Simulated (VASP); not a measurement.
Runs of VASP 6.6.1 on Te2Pt (Moncheite). Symmetry: P-3m1, No. 164, trigonal system. The conventional cell has a = 4.052 Å, b = 4.052 Å, c = 5.100 Å, α = 90.00°, β = 90.00°, γ = 120.00°. Around Te (site symmetry 3m) lie 3 Pt at 2.71 Å. Pt (site symmetry -3m) is surrounded by 6 Te at 2.71 Å. 

```tsv
task	cell	k mesh	cutoff (eV)	smearing	gap on the mesh (eV)	pressure (GPa)	relaxed volume (Å³/atom)	largest force (eV/Å)
electric field gradients	P-3m1, 24.17 Å³/atom	12 × 12 × 8	520	fermi-dirac 0.15 eV	none	-0.2	-	0.01
relaxation of cell and atoms	relaxed	6 × 6 × 4	600	gaussian 0.1 eV	none	0.3	24.13	0.01
relaxation of cell and atoms	relaxed	12 × 12 × 8	600	gaussian 0.1 eV	none	0.0	24.09	-
single point	P-3m1, 24.14 Å³/atom	12 × 12 × 8	520	gaussian 0.1 eV	none	-0.2	-	0.01
single point	P-3m1, 24.34 Å³/atom	6 × 6 × 4	520	gaussian 0.1 eV	none	(a)	-	0.02
```

Alike in all rows: level PBE+D3(BJ); potentials or basis VASP PAW PBE potentials, release 64 (Te, Pt); no spin polarisation.

Problem. Estimate the missing entries.

Solution. (a) -0.4.

Caveats: pairwise dispersion overbinds metals, which lowers pressure and volume; the relaxation stopped at a loose force limit of 0.05 eV/Å, so its end isn't a converged minimum (some runs).

A k mesh can miss the band edges, and the runs leave out spin-orbit coupling on Pt, Te.

A gap of «none» marks a metal or a gap under the smearing width.
